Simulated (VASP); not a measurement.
# VASP inputs for NaCl (rocksalt)

INCAR, step 1 (PBE orbitals to start from)

```
SIGMA = 0.01
GGA = PE
PREC = Accurate
NBANDS = 14
LCHARG = .FALSE.
ISMEAR = 0
LASPH = .TRUE.
NELM = 120
EDIFF = 1E-5
ENCUT = 520
LWAVE = .TRUE.
LREAL = .FALSE.
```

INCAR, step 2

```
LWAVE = .FALSE.
LREAL = .FALSE.
AEXX = 0.25
NELM = 120
NBANDS = 14
ISIF = 2
PREC = Accurate
LCHARG = .FALSE.
LASPH = .TRUE.
NSW = 0
GGA = PE
IBRION = -1
LHFCALC = .TRUE.
ISTART = 1
SIGMA = 0.01
ENCUT = 520
ALGO = Normal
EDIFF = 1E-7
HFSCREEN = 0.2079
PRECFOCK = Fast
ISMEAR = 0
```

KPOINTS

```
KPOINTS created by Atomic Simulation Environment
0
Gamma
6 6 6
0 0 0
```

KPOINTS_OPT

```
special points
6
Reciprocal
0.0000000000 0.0000000000 0.0000000000 1
0.5000000000 0.0000000000 0.5000000000 1
0.5000000000 0.2500000000 0.7500000000 1
0.3750000000 0.3750000000 0.7500000000 1
0.5000000000 0.5000000000 0.5000000000 1
0.6250000000 0.2500000000 0.6250000000 1
```

POSCAR

```
Na Cl
 1.0000000000000000
    -0.0000000000000000    2.8026988166785491    2.8026988166785491
     2.8026988166785491    0.0000000000000000    2.8026988166785491
     2.8026988166785491    2.8026988166785491    0.0000000000000000
 Na  Cl
   1   1
Cartesian
  0.0000000000000000 -0.0000000000000000  0.0000000000000000
  2.8026988166785491  2.8026988166785491  2.8026988166785491
```

VASP ran with the recommended PBE PAW datasets (14 valence electrons in the cell).

Question: Predict the results.

Answer: gap between bands v and c 6.55 eV; least direct gap 6.55 eV; pressure 0.7 GPa.

Band v is the last that the valence electrons fill when counted band by band, and c is the next. Levels in eV from the top of v:

```
point    v−1      v      c    c+1
    Γ   0.00   0.00   6.55  12.64
    X  -0.66  -0.66   9.05   9.40
    W  -1.31  -0.82  10.42  11.19
    K  -1.22  -0.55   9.70  10.55
    L  -0.29  -0.29   8.66  12.40
```
